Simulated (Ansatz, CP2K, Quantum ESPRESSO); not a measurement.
**Tc: programs and potentials compared**

```
Tc
1.0
     2.74000    0.00000    0.00000
    -1.37000    2.37291    0.00000
     0.00000    0.00000    4.39800
Tc
2
Direct
  0.66667 0.33333 0.75000
  0.33333 0.66667 0.25000
```

Alike in all runs: task band structure; functional PBEsol; k mesh 11 × 11 × 6; occupations fermi-dirac, width 0.05 eV; no spin polarisation; no spin-orbit coupling. Pressure is positive in compression and, in plane waves, holds the error of the finite cutoff, which Ansatz's Pulay term estimates and takes out.

| program and potentials | plane-wave cutoff (eV) | notes | pressure (GPa) |
| --- | --- | --- | --- |
| Quantum ESPRESSO, GBRV 1.5 PBEsol | 612 | 15 valence electrons an atom on average | -7.03 |
| CP2K, POTENTIAL_UZH Tc GTH-PBE-q15; TZVP-MOLOPT-PBE-GTH basis | - | atomic basis; potentials made for PBE; 15 valence electrons an atom on average | -2.10 |
| Ansatz, all-electron LAPW, scalar-relativistic | - | - | -6.57 |
| Quantum ESPRESSO, PseudoDojo 0.4.1 SR PBEsol standard | 1143 | 15 valence electrons an atom on average | -6.19 |
| Ansatz, PAW datasets made for the crystal | 300 | 7 valence electrons an atom on average | -6.57 |

The pressure spans -7.03 (Quantum ESPRESSO, GBRV 1.5 PBEsol) to -2.10 GPa (CP2K, POTENTIAL_UZH Tc GTH-PBE-q15; TZVP-MOLOPT-PBE-GTH basis), with all-electron results at -6.57. The pressure on the cell as given of CP2K, POTENTIAL_UZH Tc GTH-PBE-q15; TZVP-MOLOPT-PBE-GTH basis lies far from the others; the cause wasn't traced. Rows in atomic bases carry the error of their basis and grid, which can be large.

Differences between rows come from potentials, basis sets and numerical settings, since the functional is the same but for its coding. Runs on potential files found faulty are left out.
